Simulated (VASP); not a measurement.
# Hf16Si31 (a cell with a defect) in VASP: relaxation of the atoms with PBE

Aim: the relaxation of the atoms of Hf16Si31 (a cell with a defect) with PBE.

Everything below comes from runs of VASP 6.6.1. Logs are shortened: lines on timing, memory, paths and dates and some standing lists are left out, and cuts for length are marked.

## (1) Starting point

The cell holds a defect, 47 atoms: a = 7.344 Å, b = 14.570 Å, c = 7.282 Å, α = 90.00°, β = 90.00°, γ = 90.00°.

## (2) Relaxation of the atoms, PBE

The input, INCAR:

```
PREC = Accurate ; ENCUT = 520
EDIFF = 1E-6 ; ISMEAR = 1
SIGMA = 0.1 ; LREAL = F
LASPH = T ; NELM = 60
ALGO = Normal ; ISIF = 2
LWAVE = F ; LCHARG = F
GGA = PE ; IBRION = 2
NSW = 40 ; EDIFFG = -0.01
```

The input, KPOINTS:

```
regular mesh
0
Gamma
  3 2 3
```

The input, POSCAR:

```
Hf16Si31
1.0
    7.3440000000      0.0000000000      0.0000000000
    0.0000000000     14.5700000000      0.0000000000
    0.0000000000      0.0000000000      7.2820000000
Hf Si
16 31
Direct
    0.2500000000      0.6060000000      0.1250000000
    0.2500000000      0.6060000000      0.6250000000
    0.5000000000      0.1060000000      0.1250000000
    0.5000000000      0.1060000000      0.6250000000
    0.7500000000      0.6060000000      0.1250000000
    0.7500000000      0.6060000000      0.6250000000
    0.0000000000      0.1060000000      0.1250000000
    0.0000000000      0.1060000000      0.6250000000
    0.2500000000      0.3940000000      0.3750000000
    0.2500000000      0.3940000000      0.8750000000
    0.5000000000      0.8940000000      0.3750000000
    0.5000000000      0.8940000000      0.8750000000
    0.7500000000      0.3940000000      0.3750000000
    0.7500000000      0.3940000000      0.8750000000
    0.0000000000      0.8940000000      0.3750000000
    0.0000000000      0.8940000000      0.8750000000
    0.2500000000      0.9410000000      0.1250000000
    0.2500000000      0.9410000000      0.6250000000
    0.5000000000      0.4410000000      0.1250000000
    0.5000000000      0.4410000000      0.6250000000
    0.7500000000      0.9410000000      0.1250000000
    0.7500000000      0.9410000000      0.6250000000
    0.0000000000      0.4410000000      0.1250000000
    0.0000000000      0.4410000000      0.6250000000
    0.2500000000      0.0590000000      0.3750000000
    0.2500000000      0.0590000000      0.8750000000
    0.5000000000      0.5590000000      0.3750000000
    0.5000000000      0.5590000000      0.8750000000
    0.7500000000      0.0590000000      0.3750000000
    0.7500000000      0.0590000000      0.8750000000
    0.0000000000      0.5590000000      0.3750000000
    0.0000000000      0.5590000000      0.8750000000
    0.2500000000      0.2500000000      0.1250000000
    0.5000000000      0.7500000000      0.1250000000
    0.5000000000      0.7500000000      0.6250000000
    0.7500000000      0.2500000000      0.1250000000
    0.7500000000      0.2500000000      0.6250000000
    0.0000000000      0.7500000000      0.1250000000
    0.0000000000      0.7500000000      0.6250000000
    0.2500000000      0.7500000000      0.3750000000
    0.2500000000      0.7500000000      0.8750000000
    0.5000000000      0.2500000000      0.3750000000
    0.5000000000      0.2500000000      0.8750000000
    0.7500000000      0.7500000000      0.3750000000
    0.7500000000      0.7500000000      0.8750000000
    0.0000000000      0.2500000000      0.3750000000
    0.1250000000      0.2500000000      0.7500000000
```

Potentials or basis: VASP PAW PBE potentials, release 64 (Hf_pv, Si).

Command:

```bash
cat potpaw_PBE.64/Hf_pv/POTCAR potpaw_PBE.64/Si/POTCAR > POTCAR
mpirun -np 8 vasp_std > vasp.out
```

OUTCAR:

```text
PREC = Accurate
   ENCUT = 520
   EDIFF = 1E-6
   ISMEAR = 1
   LREAL = F
   LASPH = T
   NELM = 60
   ISIF = 2
   GGA = PE
   IBRION = 2
   NSW = 40
   EDIFFG = -0.01

 ion  position               nearest neighbor table
   1  0.250  0.606  0.125-  27 2.67  28 2.67  31 2.67  32 2.67  40 2.78  41 2.78  34 2.79  38 2.79
                            19 3.02  23 3.02   9 3.59  10 3.59   2 3.64   2 3.64   5 3.67   5 3.67
   2  0.250  0.606  0.625-  27 2.67  28 2.67  31 2.67  32 2.67  40 2.78  41 2.78  35 2.79  39 2.79
                            20 3.02  24 3.02   9 3.59  10 3.59   1 3.64   1 3.64   6 3.67   6 3.67
   3  0.500  0.106  0.125-  25 2.67  26 2.67  29 2.67  30 2.67  42 2.78  43 2.78  33 2.79  36 2.79
                            17 3.02  21 3.02  11 3.59  12 3.59   4 3.64   4 3.64   7 3.67   7 3.67
   4  0.500  0.106  0.625-  25 2.67  26 2.67  29 2.67  30 2.67  42 2.78  43 2.78  37 2.79  22 3.02
                            18 3.02  12 3.59  11 3.59   3 3.64   3 3.64   8 3.67   8 3.67
   5  0.750  0.606  0.125-  27 2.67  28 2.67  31 2.67  32 2.67  44 2.78  45 2.78  34 2.79  38 2.79
                            19 3.02  23 3.02  13 3.59  14 3.59   6 3.64   6 3.64   1 3.67   1 3.67
   6  0.750  0.606  0.625-  27 2.67  28 2.67  31 2.67  32 2.67  44 2.78  45 2.78  35 2.79  39 2.79
                            20 3.02  24 3.02  13 3.59  14 3.59   5 3.64   5 3.64   2 3.67   2 3.67
   7  0.000  0.106  0.125-  25 2.67  26 2.67  29 2.67  30 2.67  46 2.78  36 2.79  33 2.79  21 3.02
                            17 3.02  16 3.59  15 3.59   8 3.64   8 3.64   3 3.67   3 3.67
   8  0.000  0.106  0.625-  47 2.46  26 2.67  29 2.67  30 2.67  25 2.67  46 2.78  37 2.79  22 3.02
                            18 3.02  16 3.59  15 3.59   7 3.64   7 3.64   4 3.67   4 3.67
   9  0.250  0.394  0.375-  19 2.67  20 2.67  23 2.67  24 2.67  33 2.78  42 2.79  46 2.79  31 3.02
[... 49 lines left out ...]
  34  0.500  0.750  0.125-  40 2.59  41 2.59  44 2.59  45 2.59  11 2.78  12 2.78   1 2.79   5 2.79

  35  0.500  0.750  0.625-  40 2.59  41 2.59  44 2.59  45 2.59  11 2.78  12 2.78   2 2.79   6 2.79

  36  0.750  0.250  0.125-  42 2.59  43 2.59  46 2.59  14 2.78  13 2.78   7 2.79   3 2.79
  37  0.750  0.250  0.625-  42 2.59  43 2.59  46 2.59  14 2.78  13 2.78   8 2.79   4 2.79  47 2.90

  38  0.000  0.750  0.125-  40 2.59  41 2.59  44 2.59  45 2.59  15 2.78  16 2.78   1 2.79   5 2.79

  39  0.000  0.750  0.625-  40 2.59  41 2.59  44 2.59  45 2.59  15 2.78  16 2.78   2 2.79   6 2.79

  40  0.250  0.750  0.375-  34 2.59  35 2.59  38 2.59  39 2.59   1 2.78   2 2.78  11 2.79  15 2.79

  41  0.250  0.750  0.875-  34 2.59  35 2.59  38 2.59  39 2.59   1 2.78   2 2.78  12 2.79  16 2.79

  42  0.500  0.250  0.375-  33 2.59  36 2.59  37 2.59   4 2.78   3 2.78  13 2.79   9 2.79
  43  0.500  0.250  0.875-  33 2.59  36 2.59  37 2.59   4 2.78   3 2.78  14 2.79  10 2.79  47 2.90

  44  0.750  0.750  0.375-  34 2.59  35 2.59  38 2.59  39 2.59   5 2.78   6 2.78  11 2.79  15 2.79

  45  0.750  0.750  0.875-  34 2.59  35 2.59  38 2.59  39 2.59   5 2.78   6 2.78  12 2.79  16 2.79

  46  0.000  0.250  0.375-  33 2.59  36 2.59  37 2.59   8 2.78   7 2.78  13 2.79   9 2.79  47 2.88

  47  0.125  0.250  0.750-   8 2.46  10 2.46  33 2.88  46 2.88  43 2.90  37 2.90  24 3.07  26 3.07

[... 252 lines left out ...]
   NGX = 27   NGY = 55   NGZ = 27

--------------------------------------- Ionic step        1  -------------------------------------------

 number of electron     283.9999971 magnetization

 Free energy of the ion-electron system (eV)
  ---------------------------------------------------
  ext. energy  EPLUGINS =         0.00000000
  ---------------------------------------------------
  free energy    TOTEN  =      -351.29117735 eV

  energy without entropy =     -351.28964745  energy(sigma->0) =     -351.29066738

------------------------ aborting loop because EDIFF is reached ----------------------------------------

  FORCE on cell =-STRESS in cart. coord.  units (eV):
  Direction    XX          YY          ZZ          XY          YZ          ZX
  --------------------------------------------------------------------------------------
  -------------------------------------------------------------------------------------
  Total       10.0007997     -0.3075718      5.1014353      2.7917383      2.4064593      1.0851650
  in kB       20.5637547     -0.6324326     10.4896275      5.7404031      4.9481882      2.2313284
  external PRESSURE =      10.1403166 kB  Pullay stress =       0.0000000 kB
[... 224 lines left out ...]
  FREE ENERGIE OF THE ION-ELECTRON SYSTEM (eV)
  ---------------------------------------------------
  free  energy   TOTEN  =      -351.9139847498 eV

  energy  without entropy=     -351.9158476078  energy(sigma->0) =     -351.91460570

[... ionic steps 4 to 15 ...]

--------------------------------------- Ionic step       16  -------------------------------------------

 number of electron     283.9999976 magnetization

------------------------ aborting loop because EDIFF is reached ----------------------------------------
[... 157 lines left out ...]
--------------------------------------- Ionic step       18  -------------------------------------------

 number of electron     283.9999976 magnetization

 Free energy of the ion-electron system (eV)
  ---------------------------------------------------
  ext. energy  EPLUGINS =         0.00000000
  ---------------------------------------------------
  free energy    TOTEN  =      -352.03055792 eV

  energy without entropy =     -352.03117155  energy(sigma->0) =     -352.03076247

 E-fermi :   8.0012     XC(G=0): -11.3112

 val. band max:        7.9934515140   @ k =   0.0000   0.0000   0.3333
 cond. band min:       8.0386786363   @ k =   0.3333   0.0000   0.3333
 fundamental gap:      0.0452271222
 Fermi energy:         8.0011599360

 k-point     1 :       0.0000    0.0000    0.0000
  band No.  band energies     occupation
      1     -22.7313      2.00000
      2     -22.7310      2.00000
      3     -22.7098      2.00000
      4     -22.7097      2.00000
      5     -22.7063      2.00000
      6     -22.7059      2.00000
[... 1559 lines left out ...]
    153       9.2226     -0.00000
    154       9.3613     -0.00000
 [bands above 154 left out]

------------------------ aborting loop because EDIFF is reached ----------------------------------------

  FORCE on cell =-STRESS in cart. coord.  units (eV):
  Direction    XX          YY          ZZ          XY          YZ          ZX
  --------------------------------------------------------------------------------------
  -------------------------------------------------------------------------------------
  Total        7.1824344      0.1748477      4.7956054      1.7123378      1.2958983     -0.0514617
  in kB       14.7686009      0.3595237      9.8607767      3.5209279      2.6646403     -0.1058160
  external PRESSURE =       8.3296338 kB  Pullay stress =       0.0000000 kB
[... 62 lines left out ...]
  FREE ENERGIE OF THE ION-ELECTRON SYSTEM (eV)
  ---------------------------------------------------
  free  energy   TOTEN  =      -352.0305579234 eV

  energy  without entropy=     -352.0311715510  energy(sigma->0) =     -352.03076247

 reached required accuracy - stopping structural energy minimisation
```

OSZICAR:

```text
N       E                     dE             d eps       ncg     rms          rms(c)
DAV:   1     0.125184061152E+04    0.12518E+04   -0.13746E+05  3552   0.148E+03
DAV:   2    -0.254147732845E+03   -0.15060E+04   -0.14459E+04  4120   0.345E+02
DAV:   3    -0.358911608635E+03   -0.10476E+03   -0.10176E+03  4360   0.616E+01
[... 157 lines left out ...]
       N       E                     dE             d eps       ncg     rms          rms(c)
DAV:   1    -0.352030416980E+03    0.66676E-04   -0.25131E-02  3520   0.377E-01    0.125E-01
DAV:   2    -0.352030557806E+03   -0.14083E-03   -0.15013E-03  3960   0.815E-02    0.359E-02
DAV:   3    -0.352030558070E+03   -0.26398E-06   -0.35857E-05  4312   0.134E-02    0.256E-02
DAV:   4    -0.352030557923E+03    0.14656E-06   -0.44931E-06  3680   0.561E-03
  18 F= -.35203056E+03 E0= -.35203076E+03  d E =-.743183E-04
```

CONTCAR:

```text
Hf16Si31
   1.00000000000000
     7.3440000000000003    0.0000000000000000    0.0000000000000000
     0.0000000000000000   14.5700000000000003    0.0000000000000000
     0.0000000000000000    0.0000000000000000    7.2820000000000000
  Hf              Si
    16    31
Direct
     0.2501062532478235    0.6043903874219692    0.1261003456652097
     0.2501359291221021    0.6049434023496219    0.6257014512211448
     0.4979967858165838    0.1042765834205561    0.1219191396012428
     0.5022090443300936    0.1039636847227961    0.6247234015250981
     0.7519973646311616    0.6050312679966265    0.1272395572827110
     0.7514696464538485    0.6058594218277255    0.6246735528187481
[... 39 lines left out ...]
     0.0036961432917445    0.2496748300470664    0.3729188351990756
     0.1250000000000000    0.2500000000000000    0.7500000000000000

  0.00000000E+00  0.00000000E+00  0.00000000E+00
  0.00000000E+00  0.00000000E+00  0.00000000E+00
  0.00000000E+00  0.00000000E+00  0.00000000E+00
  0.00000000E+00  0.00000000E+00  0.00000000E+00
  0.00000000E+00  0.00000000E+00  0.00000000E+00
  0.00000000E+00  0.00000000E+00  0.00000000E+00
[... 39 lines left out ...]
  0.00000000E+00  0.00000000E+00  0.00000000E+00
  0.00000000E+00  0.00000000E+00  0.00000000E+00
```

Run time: 1.6 h. Hardware: 8 MPI ranks of Intel Xeon Platinum 8259CL at 2.50GHz (Skylake/Cascade Lake), shared host; peak memory 0.36 GiB.

Results:

```yaml
Free_energy: -352.0306 eV
Energy_gained_by_relaxing: 15.7 meV/atom
Ionic_steps: 18
Pressure_after_relaxing: 0.8 GPa
Largest_force_after_relaxing: 0.007 eV/Å
Band_gap_on_the_k_mesh: none (metal or under the smearing width)
```

Forces on the atoms (eV/Å):
```
Hf  -0.001  0.001 -0.001
Hf  -0.001  0.002  0.002
Hf   0.002  0.002 -0.001
Hf   0.002 -0.004 -0.002
Hf   0.000  0.004  0.001
Hf  -0.001  0.004  0.000
Hf  -0.003 -0.003  0.001
Hf   0.002  0.001  0.001
Hf   0.003  0.003 -0.001
Hf  -0.002 -0.001 -0.001
Hf   0.000 -0.004 -0.001
Hf   0.001 -0.004  0.000
Hf  -0.002 -0.002  0.001
Hf  -0.002  0.004  0.002
Hf   0.001 -0.001  0.001
Hf   0.001 -0.002 -0.002
Si  -0.001  0.001 -0.001
Si  -0.001  0.000  0.000
Si   0.005  0.000  0.005
Si   0.000  0.007  0.001
Si  -0.001 -0.005  0.002
Si  -0.002 -0.002 -0.001
Si   0.000 -0.002  0.000
Si   0.005  0.000  0.004
Si   0.000  0.002  0.000
Si  -0.005  0.000 -0.004
Si   0.001  0.005 -0.002
Si   0.002  0.002  0.001
Si  -0.005  0.000 -0.005
Si   0.000 -0.007 -0.001
Si   0.001 -0.001  0.001
Si   0.001  0.000  0.000
Si   0.001  0.000 -0.002
Si   0.000  0.000  0.000
Si   0.000  0.000  0.000
Si  -0.001  0.000  0.002
Si   0.002 -0.002 -0.002
Si   0.000  0.000  0.000
Si   0.000  0.000  0.000
Si   0.000  0.000  0.000
Si   0.000  0.000  0.000
Si   0.001  0.000 -0.002
Si  -0.002  0.002  0.002
Si   0.000  0.000  0.000
Si   0.000  0.000  0.000
Si  -0.001  0.000  0.002
Si   0.000  0.000  0.000
```

Stress tensor (GPa, compression positive):
```
 1.48  0.35 -0.01
 0.35  0.04  0.27
-0.01  0.27  0.99
```

The path:
| step | energy change (eV) | largest force (eV/Å) | pressure (GPa) |
| --- | --- | --- | --- |
| 1 | 0.0000 | 2.2990 | 1.01 |
| 2 | -0.5799 | 0.5274 | 0.75 |
| 3 | -0.6228 | 0.5919 | 0.75 |
| 4 | -0.6998 | 0.2497 | 0.81 |
| 5 | -0.7040 | 0.2739 | 0.84 |
| 6 | -0.7215 | 0.1139 | 0.87 |
| 7 | -0.7232 | 0.1377 | 0.89 |
| 8 | -0.7299 | 0.0976 | 0.88 |
| 9 | -0.7328 | 0.0877 | 0.86 |
| 10 | -0.7370 | 0.0375 | 0.84 |
| 11 | -0.7373 | 0.0439 | 0.83 |
| 12 | -0.7385 | 0.0232 | 0.83 |
| 13 | -0.7385 | 0.0278 | 0.83 |
| 14 | -0.7391 | 0.0149 | 0.84 |
| 15 | -0.7391 | 0.0183 | 0.84 |
| 16 | -0.7393 | 0.0142 | 0.83 |
| 17 | -0.7393 | 0.0134 | 0.83 |
| 18 | -0.7394 | 0.0069 | 0.83 |

Final structure:
```xyz
47
Lattice="7.3440 0.0000 0.0000 0.0000 14.5700 0.0000 0.0000 0.0000 7.2820" Properties=species:S:1:pos:R:3 pbc="T T T"
Hf    1.8368    8.8060    0.9183
Hf    1.8370    8.8140    4.5564
Hf    3.6573    1.5193    0.8878
Hf    3.6882    1.5148    4.5492
Hf    5.5227    8.8153    0.9266
Hf    5.5188    8.8274    4.5489
Hf    7.3410    1.5243    0.9220
Hf    7.2901    1.4461    4.4861
Hf    1.8390    5.7607    2.7190
Hf    1.8899    5.8389    6.4369
Hf    3.6573   13.0397    2.7144
Hf    3.6612   13.0276    6.3741
Hf    5.5227    5.7657    2.7532
Hf    5.4918    5.7702    6.3738
Hf    7.3432   13.0490    2.7227
Hf    7.3430   13.0410    6.3666
Si    1.8298   13.8223    0.8929
Si    1.8359   13.8110    4.5504
Si    3.7098    6.5004    0.9462
Si    3.6655    6.4250    4.5555
Si    5.5027   13.7895    0.8831
Si    5.4868   13.8089    4.5585
Si    7.3395    6.4359    0.9146
Si    0.0343    6.4035    4.5789
Si    1.8405    0.8491    2.7264
Si    1.8017    0.8815    6.3441
Si    3.6773    8.0655    2.7579
Si    3.6932    8.0461    6.3645
Si    5.4702    0.7846    2.6948
Si    5.5145    0.8600    6.3675
Si    0.0062    8.0327    2.7481
Si    0.0001    8.0440    6.3726
Si    1.8089    3.6472    0.9254
Si    3.6730   10.9238    0.9095
Si    3.6737   10.9257    4.5501
Si    5.4865    3.6456    0.9273
Si    5.5053    3.6291    4.5901
Si    0.0004   10.9308    0.9078
Si    0.0025   10.9337    4.5505
Si    1.8356   10.9242    2.7332
Si    1.8335   10.9213    6.3725
Si    3.6935    3.6394    2.7137
Si    3.6747    3.6559    6.3329
Si    5.5070   10.9312    2.7315
Si    5.5063   10.9293    6.3729
Si    0.0271    3.6378    2.7156
Si    0.9180    3.6425    5.4615
```

Spin-orbit coupling is left out, which matters for the levels of Hf.
